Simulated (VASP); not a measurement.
Set up this calculation in VASP 6.6.1, as the native input.

```
Task                   : relaxation of cell and atoms
Functional             : BLYP
Potentials or basis    : VASP PAW PBE potentials, release 64 (Bi_d, Cs_sv, Ag, Br)
Cutoff                 : 600 eV
k mesh                 : 3 × 3 × 3
Occupations            : fermi-dirac, width 0.05 eV
Spin                   : no spin polarisation
Further INCAR settings : ALGO = Fast; EDIFF = 1e-06; IBRION = 2; EDIFFG = -0.005; NSW = 40; ISIF = 3
```

The structure of Cs2AgBiBr6 lies in POSCAR:

```
Cs2AgBiBr6
1.0
    0.0000000000      5.6161000000      5.6161000000
    5.6161000000      0.0000000000      5.6161000000
    5.6161000000      5.6161000000      0.0000000000
Bi Cs Ag Br
1 2 1 6
Direct
    0.0000000000      0.0000000000      0.0000000000
    0.7500000000      0.7500000000      0.7500000000
    0.2500000000      0.2500000000      0.2500000000
    0.5000000000      0.5000000000      0.5000000000
    0.7494500000      0.7494500000      0.2505500000
    0.2505500000      0.2505500000      0.7494500000
    0.7494500000      0.2505500000      0.2505500000
    0.7494500000      0.2505500000      0.7494500000
    0.2505500000      0.7494500000      0.7494500000
    0.2505500000      0.7494500000      0.2505500000
```

The input as run:

INCAR

```
SYSTEM = Cs2AgBiBr6
PREC = Accurate
ENCUT = 600
EDIFF = 1E-6
ISMEAR = -1
SIGMA = 0.05
LREAL = .False.
LASPH = .True.
NELM = 60
ALGO = Fast
ISIF = 3
LWAVE = .False.
LCHARG = .False.
GGA = B5
ALDAX = 1.0
AGGAX = 1.0
AGGAC = 1.0
ALDAC = 0.0
IBRION = 2
NSW = 40
EDIFFG = -0.005
```

KPOINTS

```
Automatic mesh
0
Gamma
  3 3 3
  0 0 0
```

Potentials or basis: VASP PAW PBE potentials, release 64 (Bi_d, Cs_sv, Ag, Br).

The run is started by

```console
$ cat potpaw_PBE.64/Bi_d/POTCAR potpaw_PBE.64/Cs_sv/POTCAR potpaw_PBE.64/Ag/POTCAR potpaw_PBE.64/Br/POTCAR > POTCAR
$ mpirun -np 1 vasp_std > vasp.out
```

Results of the run:

| Quantity | Value |
| --- | --- |
| Relaxed volume | 40.85 Å³/atom |
| Relaxed cell | a = 8.328 Å, b = 8.328 Å, c = 8.328 Å, α = 60.00°, β = 60.00°, γ = 60.00° |
| Space group after relaxing (to 0.05 Å) | Fm-3m (No. 225) |
| Energy gained by relaxing | 54.8 meV/atom |
| Ionic steps | 10 |
| Pressure after relaxing | 0.0 GPa |
| Largest force after relaxing | 0.004 eV/Å |
| Band gap on the k mesh | 1.94 eV, indirect (least direct gap 2.43 eV) |

Caveat: the volume moved by over 15 % at a fixed basis, so the end points are rough; the PAW data sets were made with another functional, which shifts forces and pressure a little; spin-orbit coupling is left out, which as a rule narrows the gap of such compounds by several tenths of an eV; an odd mesh through Γ misses points on the zone boundary, where band edges often lie.

It took 19 min on 1 thread of Intel(R) Xeon(R) 6975P-C (Granite Rapids), on a shared host, peak memory 0.67 GiB.
